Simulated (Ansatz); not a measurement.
## Which element?

Cell vectors (Å):

```
 3.6511  0.0000  0.0000
-1.8255  3.1619  0.0000
 0.0000  0.0000  6.0614
```

| atom | a | b | c |
| --- | --- | --- | --- |
| Sn | 0.0000 | 0.0000 | 0.0000 |
| X | 0.3333 | 0.6667 | 0.2432 |
| X | 0.6667 | 0.3333 | 0.7568 |

Computed with PBEsol, all-electron LAPW in Ansatz 0.2.0, scalar-relativistic. k mesh 6×6×4, fixed occupations.

Harmonic phonons of a crystal by Kohn-Sham DFT at the given cell, standard atomic masses, acoustic sum rule imposed; negative wavenumbers are unstable modes.

| point | q a (r.l.u.) | q b (r.l.u.) | q c (r.l.u.) | branch | phonon wavenumber (cm⁻¹) |
| --- | --- | --- | --- | --- | --- |
| Gamma | 0 | 0 | 0 | 4 | 199.3 |
| Gamma | 0 | 0 | 0 | 6 | 203.4 |
| Gamma | 0 | 0 | 0 | 8 | 303.9 |
| Gamma | 0 | 0 | 0 | 9 | 339.1 |
| M | 0.5 | 0 | 0 | 1 | 70.3 |
| M | 0.5 | 0 | 0 | 2 | 93.5 |
| M | 0.5 | 0 | 0 | 3 | 165.6 |
| M | 0.5 | 0 | 0 | 4 | 178 |
| M | 0.5 | 0 | 0 | 5 | 239 |
| M | 0.5 | 0 | 0 | 6 | 249.6 |
| M | 0.5 | 0 | 0 | 7 | 276.6 |
| M | 0.5 | 0 | 0 | 8 | 294 |
| M | 0.5 | 0 | 0 | 9 | 304.4 |
| A | 0 | 0 | 0.5 | 1 | 20 |
| A | 0 | 0 | 0.5 | 3 | 27 |
| A | 0 | 0 | 0.5 | 4 | 192 |
| A | 0 | 0 | 0.5 | 6 | 209 |
| A | 0 | 0 | 0.5 | 8 | 303.1 |
| A | 0 | 0 | 0.5 | 9 | 352 |
| L | 0.5 | 0 | 0.5 | 1 | 70.1 |
| L | 0.5 | 0 | 0.5 | 2 | 92.8 |
| L | 0.5 | 0 | 0.5 | 3 | 166.7 |
| L | 0.5 | 0 | 0.5 | 4 | 188.8 |
| L | 0.5 | 0 | 0.5 | 5 | 235.6 |
| L | 0.5 | 0 | 0.5 | 6 | 246.8 |
| L | 0.5 | 0 | 0.5 | 7 | 272.2 |
| L | 0.5 | 0 | 0.5 | 8 | 295.1 |
| L | 0.5 | 0 | 0.5 | 9 | 304.2 |

All X atoms are one element. Which one was computed?

S; the crystal is SnS2 (P-3m1).

Caveats: no dispersion correction, so the spacing and stiffness between layers or molecules are poor; no LO-TO term at the zone centre.
